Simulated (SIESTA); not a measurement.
ZrO2 under changes of volume

One of the cells (10.990 Å³/atom); the others are scaled copies at fixed shape and fractional positions:

```
Zr O
1.0
     0.00000    2.54507    2.54507
     2.54507    0.00000    2.54507
     2.54507    2.54507    0.00000
Zr O
1 2
Cartesian
  0.0000 0.0000 0.0000
  3.8176 3.8176 3.8176
  1.2725 1.2725 1.2725
```

Measurements of this composition are mostly on another form, of space group No. 14.

```yaml
Program: SIESTA 5.4.2
Functional: PBEsol
Potentials_or_basis: PseudoDojo 0.4 standard (PBEsol files)
Basis: DZP (energy shift 0.003 Ry; two zetas on semicore shells)
Grid_cutoff: 800 Ry
Energy_shift: 0.003 Ry
k_mesh: 9 × 9 × 9
Occupations: fermi-dirac, width 0.05 eV
Spin: no spin polarisation
```

```csv
volume (Å³/atom),energy over the lowest point (meV/atom),pressure (GPa),gap on the mesh (eV)
10.331,43.78,20.2,3.27
10.551,20.84,13.5,3.22
10.770,6.56,7.5,3.18
10.990,0.00,2.0,3.13
11.210,?,?,?
11.430,7.60,-7.3,3.03
11.650,20.50,-11.3,2.98
```

Q: What does the run at 11.210 Å³/atom give?

A: Energy over the lowest point 0.68 meV/atom; pressure -2.8 GPa; gap on the mesh 3.08 eV.

Worked out: A Birch-Murnaghan fit of order 3 (a polynomial in V^(-2/3)) to the other rows has its minimum at 11.08 Å³/atom with B0 = V·E''(V) = 251 GPa and B' = 3.8. It gives 0.57 meV/atom at 11.210 Å³/atom, against the run's 0.68, and -dE/dV = -2.8 GPa, against -2.8. A straight line through the other rows of the gap, of slope -2.41 eV per unit of ln V, gives 3.08 eV, against the run's 3.08.

Energies are extrapolated to zero smearing.

Caveats: an odd mesh through Γ misses points on the zone boundary, where band edges often lie; the basis of atomic orbitals isn't converged, which shifts pressures, moduli and gaps. Spin-orbit coupling on Zr is left out.
